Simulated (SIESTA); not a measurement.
NiO:

```xyz
2
Lattice="0.0000 2.0859 2.0859 2.0859 0.0000 2.0859 2.0859 2.0859 0.0000" Properties=species:S:1:pos:R:3 pbc="T T T"
Ni    0.0000    0.0000    0.0000
O     2.0859    2.0859    2.0859
```

Base run:

- Program: SIESTA 5.4.2
- Functional: PBE
- Potentials or basis: PseudoDojo 0.4 standard (PBE files)
- Basis: DZP (energy shift 0.002 Ry)
- Grid cutoff: 800 Ry
- Energy shift: 0.002 Ry
- k mesh: 11 × 11 × 11
- Occupations: fermi-dirac, width 0.05 eV
- Spin: collinear spin, ferromagnetic start
- Starting moments: [1.0, 0.0] μB

Its results: band gap on the k mesh none (metal or under the smearing width); pressure 6.3 GPa; net moment 1.74 μB per cell; site moments Ni +1.43; O +0.31 μB.

**Question.** The run is repeated on the same cell with these changes: functional from PBE to B86bPBE. What comes out?

**Answer.** Band gap on the k mesh none (metal or under the smearing width); pressure 8.1 GPa; net moment 1.78 μB per cell; site moments Ni +1.45; O +0.32 μB.

Caveats: semicore shells carry a single zeta, which can move pressures by several GPa and volumes by a few percent; the basis of atomic orbitals isn't converged, which shifts pressures, moduli and gaps; a cell with one magnetic atom can't hold antiferromagnetic order, which such compounds often take; semilocal functionals often make such compounds metallic where correlation or magnetic order opens a gap, which also shifts bond lengths; the potentials were made for another functional, which shifts forces and pressure (some runs).

Not every run made on this cell is shown here.
